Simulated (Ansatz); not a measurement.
The first iterations of a band of a periodic cell of 47 atoms, Si16O31 (host SiO2, host structure C222_1, one O atom removed), cell charge -2.

Level of theory: DFT PBE, scalar-relativistic, plane waves, PAW (Ansatz 0.2.0). Settings: PAW set soft_1, cutoff 420 eV, k mesh 2x2x2, gaussian smearing 0.05 eV, no spin polarisation.

```yaml
movable_images: 7
climbing_image: yes
spring: 5.0 eV/Å²
optimiser: quadratic models (default)
start_path: IDPP
force_threshold: 0.03 eV/Å
iteration_limit: 12
end_points: relaxed
```

Image 0:

```xyz
47
Lattice="-10.0670 0.0000 0.0000 0.0000 -8.7549 0.0000 0.0000 0.0000 8.2118" Properties=species:S:1:pos:R:3
Si -4.509 -2.813 4.622
Si -5.053 -5.930 0.339
Si -4.977 -2.795 7.716
Si -5.171 -5.783 3.596
O -5.034 -5.633 2.017
O -4.497 -2.449 6.193
O -4.856 -4.365 4.354
O -5.074 -4.377 -0.338
O -5.583 -1.845 3.864
O -4.728 -7.313 7.659
O -3.921 -2.093 0.538
O -6.691 -6.201 4.033
Si -2.641 -7.176 4.719
Si -2.478 -1.308 0.523
Si -2.993 -6.931 7.936
Si -1.913 -1.393 3.607
O -1.791 -1.481 2.001
O -2.488 -7.018 6.293
O -2.255 0.075 4.178
O -2.576 0.246 0.239
O -4.160 -6.917 4.183
O -1.516 -2.091 7.659
O -3.024 -2.490 4.060
Si -9.585 -3.071 4.634
Si -0.565 -6.111 0.356
Si -0.213 -3.079 7.675
Si -10.187 -5.915 3.472
O 0.006 -6.383 1.947
O 0.113 -3.536 6.136
O -9.769 -4.333 3.636
O -0.467 -4.394 0.341
O -0.456 -1.818 4.196
O -9.269 -6.585 7.700
O -9.029 -2.180 -0.023
O -1.652 -6.087 3.997
Si -7.680 -7.326 4.660
Si -7.679 -1.474 0.512
Si -7.767 -7.191 7.780
Si -7.159 -1.546 3.612
O -7.527 -1.900 2.079
O -7.392 -7.585 6.221
O -7.460 0.017 3.874
O -7.786 0.130 0.392
O -9.211 -6.830 4.416
O -6.422 -2.061 7.896
O -6.776 -6.139 0.267
O -8.042 -2.522 4.585
```

Image 8:

```xyz
47
Lattice="-10.0670 0.0000 0.0000 0.0000 -8.7549 0.0000 0.0000 0.0000 8.2118" Properties=species:S:1:pos:R:3
Si -4.546 -2.929 4.605
Si -5.554 -5.822 0.567
Si -5.554 -2.932 7.645
Si -4.546 -5.826 3.607
O -5.106 -5.654 2.112
O -5.106 -3.101 6.100
O -4.016 -4.377 4.106
O -6.056 -4.377 0.000
O -5.726 -2.411 3.613
O -4.296 -6.312 7.889
O -4.296 -2.443 0.323
O -5.726 -6.344 4.599
Si -2.107 -7.316 4.644
Si -2.969 -1.484 0.500
Si -2.969 -7.271 7.712
Si -2.107 -1.439 3.568
O -2.789 -1.349 2.116
O -2.789 -7.406 6.096
O -1.588 0.000 4.106
O -3.427 0.000 0.000
O -3.272 -6.828 3.597
O -1.688 -2.048 7.960
O -3.272 -1.927 4.615
Si -9.672 -2.832 4.502
Si -0.486 -5.535 0.771
Si -0.486 -3.220 7.440
Si -9.672 -5.923 3.710
O 0.031 -6.390 2.223
O 0.031 -2.365 5.989
O -9.321 -4.377 4.106
O -1.688 -6.707 0.252
O -0.830 -2.424 3.484
O -9.248 -6.175 7.935
O -9.248 -2.580 0.276
O -0.830 -6.331 4.728
Si -7.022 -7.327 4.786
Si -8.079 -1.497 0.379
Si -8.079 -7.258 7.833
Si -7.022 -1.428 3.425
O -7.359 -1.336 1.856
O -7.359 -7.418 6.356
O -6.603 0.000 4.106
O -8.595 0.000 0.000
O -8.307 -6.751 4.033
O -6.794 -1.892 7.627
O -6.794 -6.863 0.585
O -8.307 -2.004 4.179
```

| iteration | highest image above the first end (eV) | largest band force component (eV/Å) |
| --- | --- | --- |
| 1 | 5.978 | 6.510 |
| 2 | 4.519 | 5.129 |
| 3 | 3.137 | 5.191 |
| 4 | 2.571 | 1.492 |

Question: Does the band converge within its limit, and where does its top end?

Answer: The run ended unconverged. It ended after 12 iterations with the highest image 2.113 eV above the first end. The band didn't meet its force threshold, so its energies are provisional: the largest band force was still 0.57 eV/Å, and over the last iterations the top moved between 2.11 and 2.25 eV. Limits of this set-up: coarse k mesh, no spin, though dangling bonds at a vacancy may carry it, a small cell, in which the defect meets its images, a typed lattice constant that wasn't relaxed here, charged cell in a uniform background, uncorrected.

Run time: 32 min on 4 threads of Arm Neoverse V2 (shared host), peak memory 5.9 GiB.
